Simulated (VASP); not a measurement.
# SnO2 (Cassiterite) (P4_2/mnm) in VASP: notebook, part 2 of 3

VASP 6.6.1. Earlier steps stand in the parts before.

**3. Band structure, RPBE**

run.py reads:

```python
from ase.calculators.vasp import Vasp
from ase.dft.bandgap import bandgap
from ase.spacegroup import crystal

atoms = crystal(
    ['Sn', 'O'],
    basis=[[0.5, 0.5, 0.5], [0.8071, 0.1929, 0.5]],
    spacegroup=136,
    setting=1,
    cellpar=[4.738, 4.738, 3.1865, 90.0, 90.0, 90.0],
    primitive_cell=True,
)
calc = Vasp(
    directory='calc',
    xc='rpbe',
    pp='PBE',
    setups='materialsproject',
    prec='Accurate',
    encut=520,
    ediff=1e-06,
    ismear=-1,
    sigma=0.05,
    lreal=False,
    lasph=True,
    nelm=80,
    algo='Normal',
    isif=2,
    lwave=False,
    lcharg=True,
    kpts=[6, 6, 8],
    gamma=True,
    nbands=35,
)
atoms.calc = calc

print('energy (eV):', atoms.get_potential_energy())
print('free energy (eV):', atoms.get_potential_energy(force_consistent=True))
efermi = calc.get_fermi_level()
print('Fermi level (eV):', efermi)
path = atoms.cell.bandpath(npoints=60, eps=1e-4)
print('path:', path.path)
calc.set(kpts=path.kpts, reciprocal=True, icharg=11, isym=0, lcharg=False)
calc.calculate(atoms)
print('gap on the path (eV):', bandgap(calc, efermi=efermi)[0])
print('direct gap on the path (eV):', bandgap(calc, efermi=efermi, direct=True)[0])
```

Potentials or basis: VASP PAW PBE potentials, release 64 (Sn_d, O).

On the command line:

```sh
$ python run.py
```

It took 65 s on 1 thread of Intel Xeon 6975P-C (Granite Rapids), shared host; peak memory 0.24 GiB.

The run converged. Its results:

| Property | Result |
| --- | --- |
| Band gap along the path | 1.36 eV, direct |

Levels at the corners of the path, in eV from the Fermi level:
| point | band 23 | band 24 | band 25 | band 26 | band 27 | band 28 | band 29 | band 30 |
| --- | --- | --- | --- | --- | --- | --- | --- | --- |
| Γ | -1.91 | -1.47 | -1.47 | -0.69 | 0.67 | 5.58 | 5.79 | 5.79 |
| X | -1.87 | -1.87 | -1.32 | -1.32 | 3.84 | 3.84 | 6.55 | 6.55 |
| M | -1.99 | -1.99 | -1.59 | -1.59 | 4.24 | 4.24 | 6.97 | 6.97 |
| Γ | -1.91 | -1.47 | -1.47 | -0.69 | 0.67 | 5.58 | 5.79 | 5.79 |
| Z | -2.32 | -2.32 | -1.95 | -1.95 | 5.62 | 5.62 | 9.25 | 9.25 |
| R | -1.78 | -1.78 | -1.38 | -1.38 | 5.90 | 5.90 | 7.51 | 7.51 |
| A | -1.66 | -1.66 | -1.53 | -1.53 | 4.32 | 4.32 | 8.37 | 8.37 |
| Z | -2.32 | -2.32 | -1.95 | -1.95 | 5.62 | 5.62 | 9.25 | 9.25 |
| X | -1.87 | -1.87 | -1.32 | -1.32 | 3.84 | 3.84 | 6.55 | 6.55 |
| R | -1.78 | -1.78 | -1.38 | -1.38 | 5.90 | 5.90 | 7.51 | 7.51 |
| M | -1.99 | -1.99 | -1.59 | -1.59 | 4.24 | 4.24 | 6.97 | 6.97 |
| A | -1.66 | -1.66 | -1.53 | -1.53 | 4.32 | 4.32 | 8.37 | 8.37 |

Caveat: the log is that of the step along the path at fixed density, whose energy, stress, charges and moments have no meaning; spin-orbit coupling is left out, which moves the levels of the heavy elements.

**4. Born charges and dielectric tensor, optPBE-vdW**

INCAR reads:

```
PREC     = Accurate       # precision mode
ENCUT    = 400            # plane-wave cutoff, eV
EDIFF    = 1E-8           # SCF threshold, eV
ISMEAR   = 0              # smearing method
SIGMA    = 0.2            # smearing width, eV
LREAL    = F              # projectors in reciprocal space
LASPH    = T              # aspherical terms in the spheres
NELM     = 100            # most SCF steps
ALGO     = Normal         # electronic algorithm
ISIF     = 2              # what is computed and relaxed
LWAVE    = F              # write WAVECAR
LCHARG   = F              # write CHGCAR
GGA      = OR             # functional
LUSE_VDW = T            
AGGAC    = 0.0          
LEPSILON = T              # dielectric tensor by DFPT
```

KPOINTS reads:

```
Automatic mesh
0
Monkhorst-Pack
  6 6 8
```

POSCAR reads:

```
SnO2
4.738
    1.000000000000      0.000000000000      0.000000000000
    0.000000000000      1.000000000000      0.000000000000
    0.000000000000      0.000000000000      0.672541156606
Sn O
2 4
Direct
    0.5000000000      0.5000000000      0.5000000000
    0.0000000000      0.0000000000      0.0000000000
    0.8071000000      0.1929000000      0.5000000000
    0.6929000000      0.6929000000      0.0000000000
    0.1929000000      0.8071000000      0.5000000000
    0.3071000000      0.3071000000      0.0000000000
```

Potentials or basis: VASP PAW PBE potentials, release 64 (Sn_d, O_s).

On the command line:

```sh
$ cat potpaw_PBE.64/Sn_d/POTCAR potpaw_PBE.64/O_s/POTCAR > POTCAR
$ mpirun -np 1 vasp_std > vasp.out
```

OUTCAR:

```text
PREC = Accurate
   ENCUT = 400
   EDIFF = 1E-8
   ISMEAR = 0
   LREAL = F
   LASPH = T
   NELM = 100
   ISIF = 2
   GGA = OR
   LEPSILON = T

 ion  position               nearest neighbor table
   1  0.500  0.500  0.500-   4 2.05   6 2.05   4 2.05   6 2.05   5 2.06   3 2.06   2 3.71   2 3.71
                             2 3.71   2 3.71   2 3.71   2 3.71   2 3.71   2 3.71
   2  0.000  0.000  0.000-   3 2.05   5 2.05   3 2.05   5 2.05   4 2.06   6 2.06   1 3.71   1 3.71
                             1 3.71   1 3.71   1 3.71   1 3.71   1 3.71   1 3.71
   3  0.807  0.193  0.500-   2 2.05   2 2.05   1 2.06
   4  0.693  0.693  0.000-   1 2.05   1 2.05   2 2.06
   5  0.193  0.807  0.500-   2 2.05   2 2.05   1 2.06
   6  0.307  0.307  0.000-   1 2.05   1 2.05   2 2.06

  LATTYP: Found a simple tetragonal cell.
 ALAT       =     4.7380000000
 C/A-ratio  =     0.6725411566

  Lattice vectors:

 A1 = (   4.7380000000,   0.0000000000,   0.0000000000)
 A2 = (   0.0000000000,   4.7380000000,   0.0000000000)
 A3 = (   0.0000000000,   0.0000000000,   3.1865000000)

Analysis of symmetry for initial positions (statically):
=====================================================================
 Subroutine PRICEL returns:
 Original cell was already a primitive cell.

 Routine SETGRP: Setting up the symmetry group for a
 simple tetragonal supercell.

 Subroutine GETGRP returns: Found 16 space group operations
[... 1071 lines left out ...]
     0.00000  0.00000 -0.00715           (  0.00000  0.00000 -0.00039)

 PIEZOELECTRIC TENSOR FIELD DIRECTION 3  (C/m^2)
 -----------------------------------------------------------------------------
     0.00048  0.00000  0.00000
     0.00000  0.00048  0.00000
     0.00000  0.00000 -0.00160

 MACROSCOPIC STATIC DIELECTRIC TENSOR (including local field effects in DFT)
 ------------------------------------------------------
           4.148633     0.000000     0.000000
          -0.000000     4.148633     0.000000
           0.000000     0.000000     4.486787
 ------------------------------------------------------

 PIEZOELECTRIC TENSOR (including local field effects)  for field in x, y, z        (e  Angst)
          XX          YY          ZZ          XY          YZ          ZX
  --------------------------------------------------------------------------------
  x     0.00000     0.00000     0.00000     0.00000     0.00000     0.00000
  y     0.00000     0.00000     0.00000     0.00000     0.00000     0.00000
  z     0.00000     0.00000     0.00000     0.00000     0.00000     0.00000

 PIEZOELECTRIC TENSOR (including local field effects)  for field in x, y, z        (C/m^2)
          XX          YY          ZZ          XY          YZ          ZX
  --------------------------------------------------------------------------------
  x     0.00000     0.00000     0.00000     0.00000     0.00000     0.00000
  y     0.00000     0.00000     0.00000     0.00000     0.00000     0.00000
  z     0.00000     0.00000     0.00000     0.00000     0.00000     0.00000

 BORN EFFECTIVE CHARGES (including local field effects) (in |e|, cummulative output)
 ---------------------------------------------------------------------------------
 ion    1
    1     4.06403    -0.43347     0.00000
    2    -0.43347     4.06403     0.00000
    3     0.00000     0.00000     4.43938
 ion    2
    1     4.06403     0.43347     0.00000
    2     0.43347     4.06403     0.00000
    3     0.00000     0.00000     4.43938
 ion    3
    1    -2.03202     0.65896     0.00000
    2     0.65896    -2.03202     0.00000
    3     0.00000     0.00000    -2.21969
 ion    4
    1    -2.03202    -0.65896     0.00000
    2    -0.65896    -2.03202     0.00000
    3     0.00000     0.00000    -2.21969
 ion    5
    1    -2.03202     0.65896     0.00000
    2     0.65896    -2.03202     0.00000
    3     0.00000     0.00000    -2.21969
 ion    6
    1    -2.03202    -0.65896     0.00000
    2    -0.65896    -2.03202     0.00000
    3     0.00000     0.00000    -2.21969
```

OSZICAR:

```text
N       E                     dE             d eps       ncg     rms          rms(c)
DAV:   1     0.564754309589E+03    0.56475E+03   -0.23057E+04  1562   0.223E+03
[... 13 lines left out ...]
RMM:   6    -0.736294985316E+00   -0.18690E-02   -0.55490E-05  2906   0.514E-02    0.803E-03
RMM:   7    -0.736461442027E+00   -0.16646E-03   -0.32117E-06  2790   0.119E-02    0.275E-03
RMM:   8    -0.736553130851E+00   -0.91689E-04   -0.36569E-07  2760   0.411E-03    0.692E-04
RMM:   9    -0.736556791932E+00   -0.36611E-05   -0.96294E-09  2835   0.135E-03    0.566E-04
RMM:  10    -0.736549897627E+00    0.68943E-05    0.20970E-07  2837   0.388E-04    0.428E-05
RMM:  11    -0.736549964525E+00   -0.66897E-07    0.14639E-07  2142   0.123E-04    0.183E-05
RMM:  12    -0.736550056250E+00   -0.91725E-07    0.50779E-08  1165   0.549E-05    0.662E-06
```

stdout:

```text
POSCAR found type information on POSCAR SnO
 POSCAR found :  2 types and       6 ions
 scaLAPACK will be used
 -----------------------------------------------------------------------------
|                                                                             |
|                                                                             |
|     You have switched on vdW-DFT.                                           |
[... 42 lines left out ...]
  Direction:   1
 dielectric tensor                  component  1 :     4.149    -0.117    -0.248
 Linear response to external field, progress :
  Direction:   2
 dielectric tensor                  component  2 :    -0.117     4.149    -0.458
 Linear response to external field, progress :
  Direction:   3
 dielectric tensor                  component  3 :    -0.510    -0.409     4.487
 Born effective charges drift removed
```

Wall time 5.7 min (1 thread of Intel Xeon 6975P-C (Granite Rapids), shared host); peak memory 0.44 GiB.

Results:

```
Electronic dielectric tensor (diagonal) : 4.15, 4.15, 4.49
Born charges (mean of the diagonal)     : Sn +4.19; O -2.09 e
```

Electronic dielectric tensor:
```
4.15 0.00 0.00
0.00 4.15 0.00
0.00 0.00 4.49
```

Born effective charge tensors (e):
atom 1, Sn
```
 4.06 -0.43  0.00
-0.43  4.06  0.00
 0.00  0.00  4.44
```
atom 2, Sn
```
4.06 0.43 0.00
0.43 4.06 0.00
0.00 0.00 4.44
```
atom 3, O
```
-2.03  0.66  0.00
 0.66 -2.03  0.00
 0.00  0.00 -2.22
```
atom 4, O
```
-2.03 -0.66  0.00
-0.66 -2.03  0.00
 0.00  0.00 -2.22
```
atom 5, O
```
-2.03  0.66  0.00
 0.66 -2.03  0.00
 0.00  0.00 -2.22
```
atom 6, O
```
-2.03 -0.66  0.00
-0.66 -2.03  0.00
 0.00  0.00 -2.22
```

(Continued in part 3 of 3.)
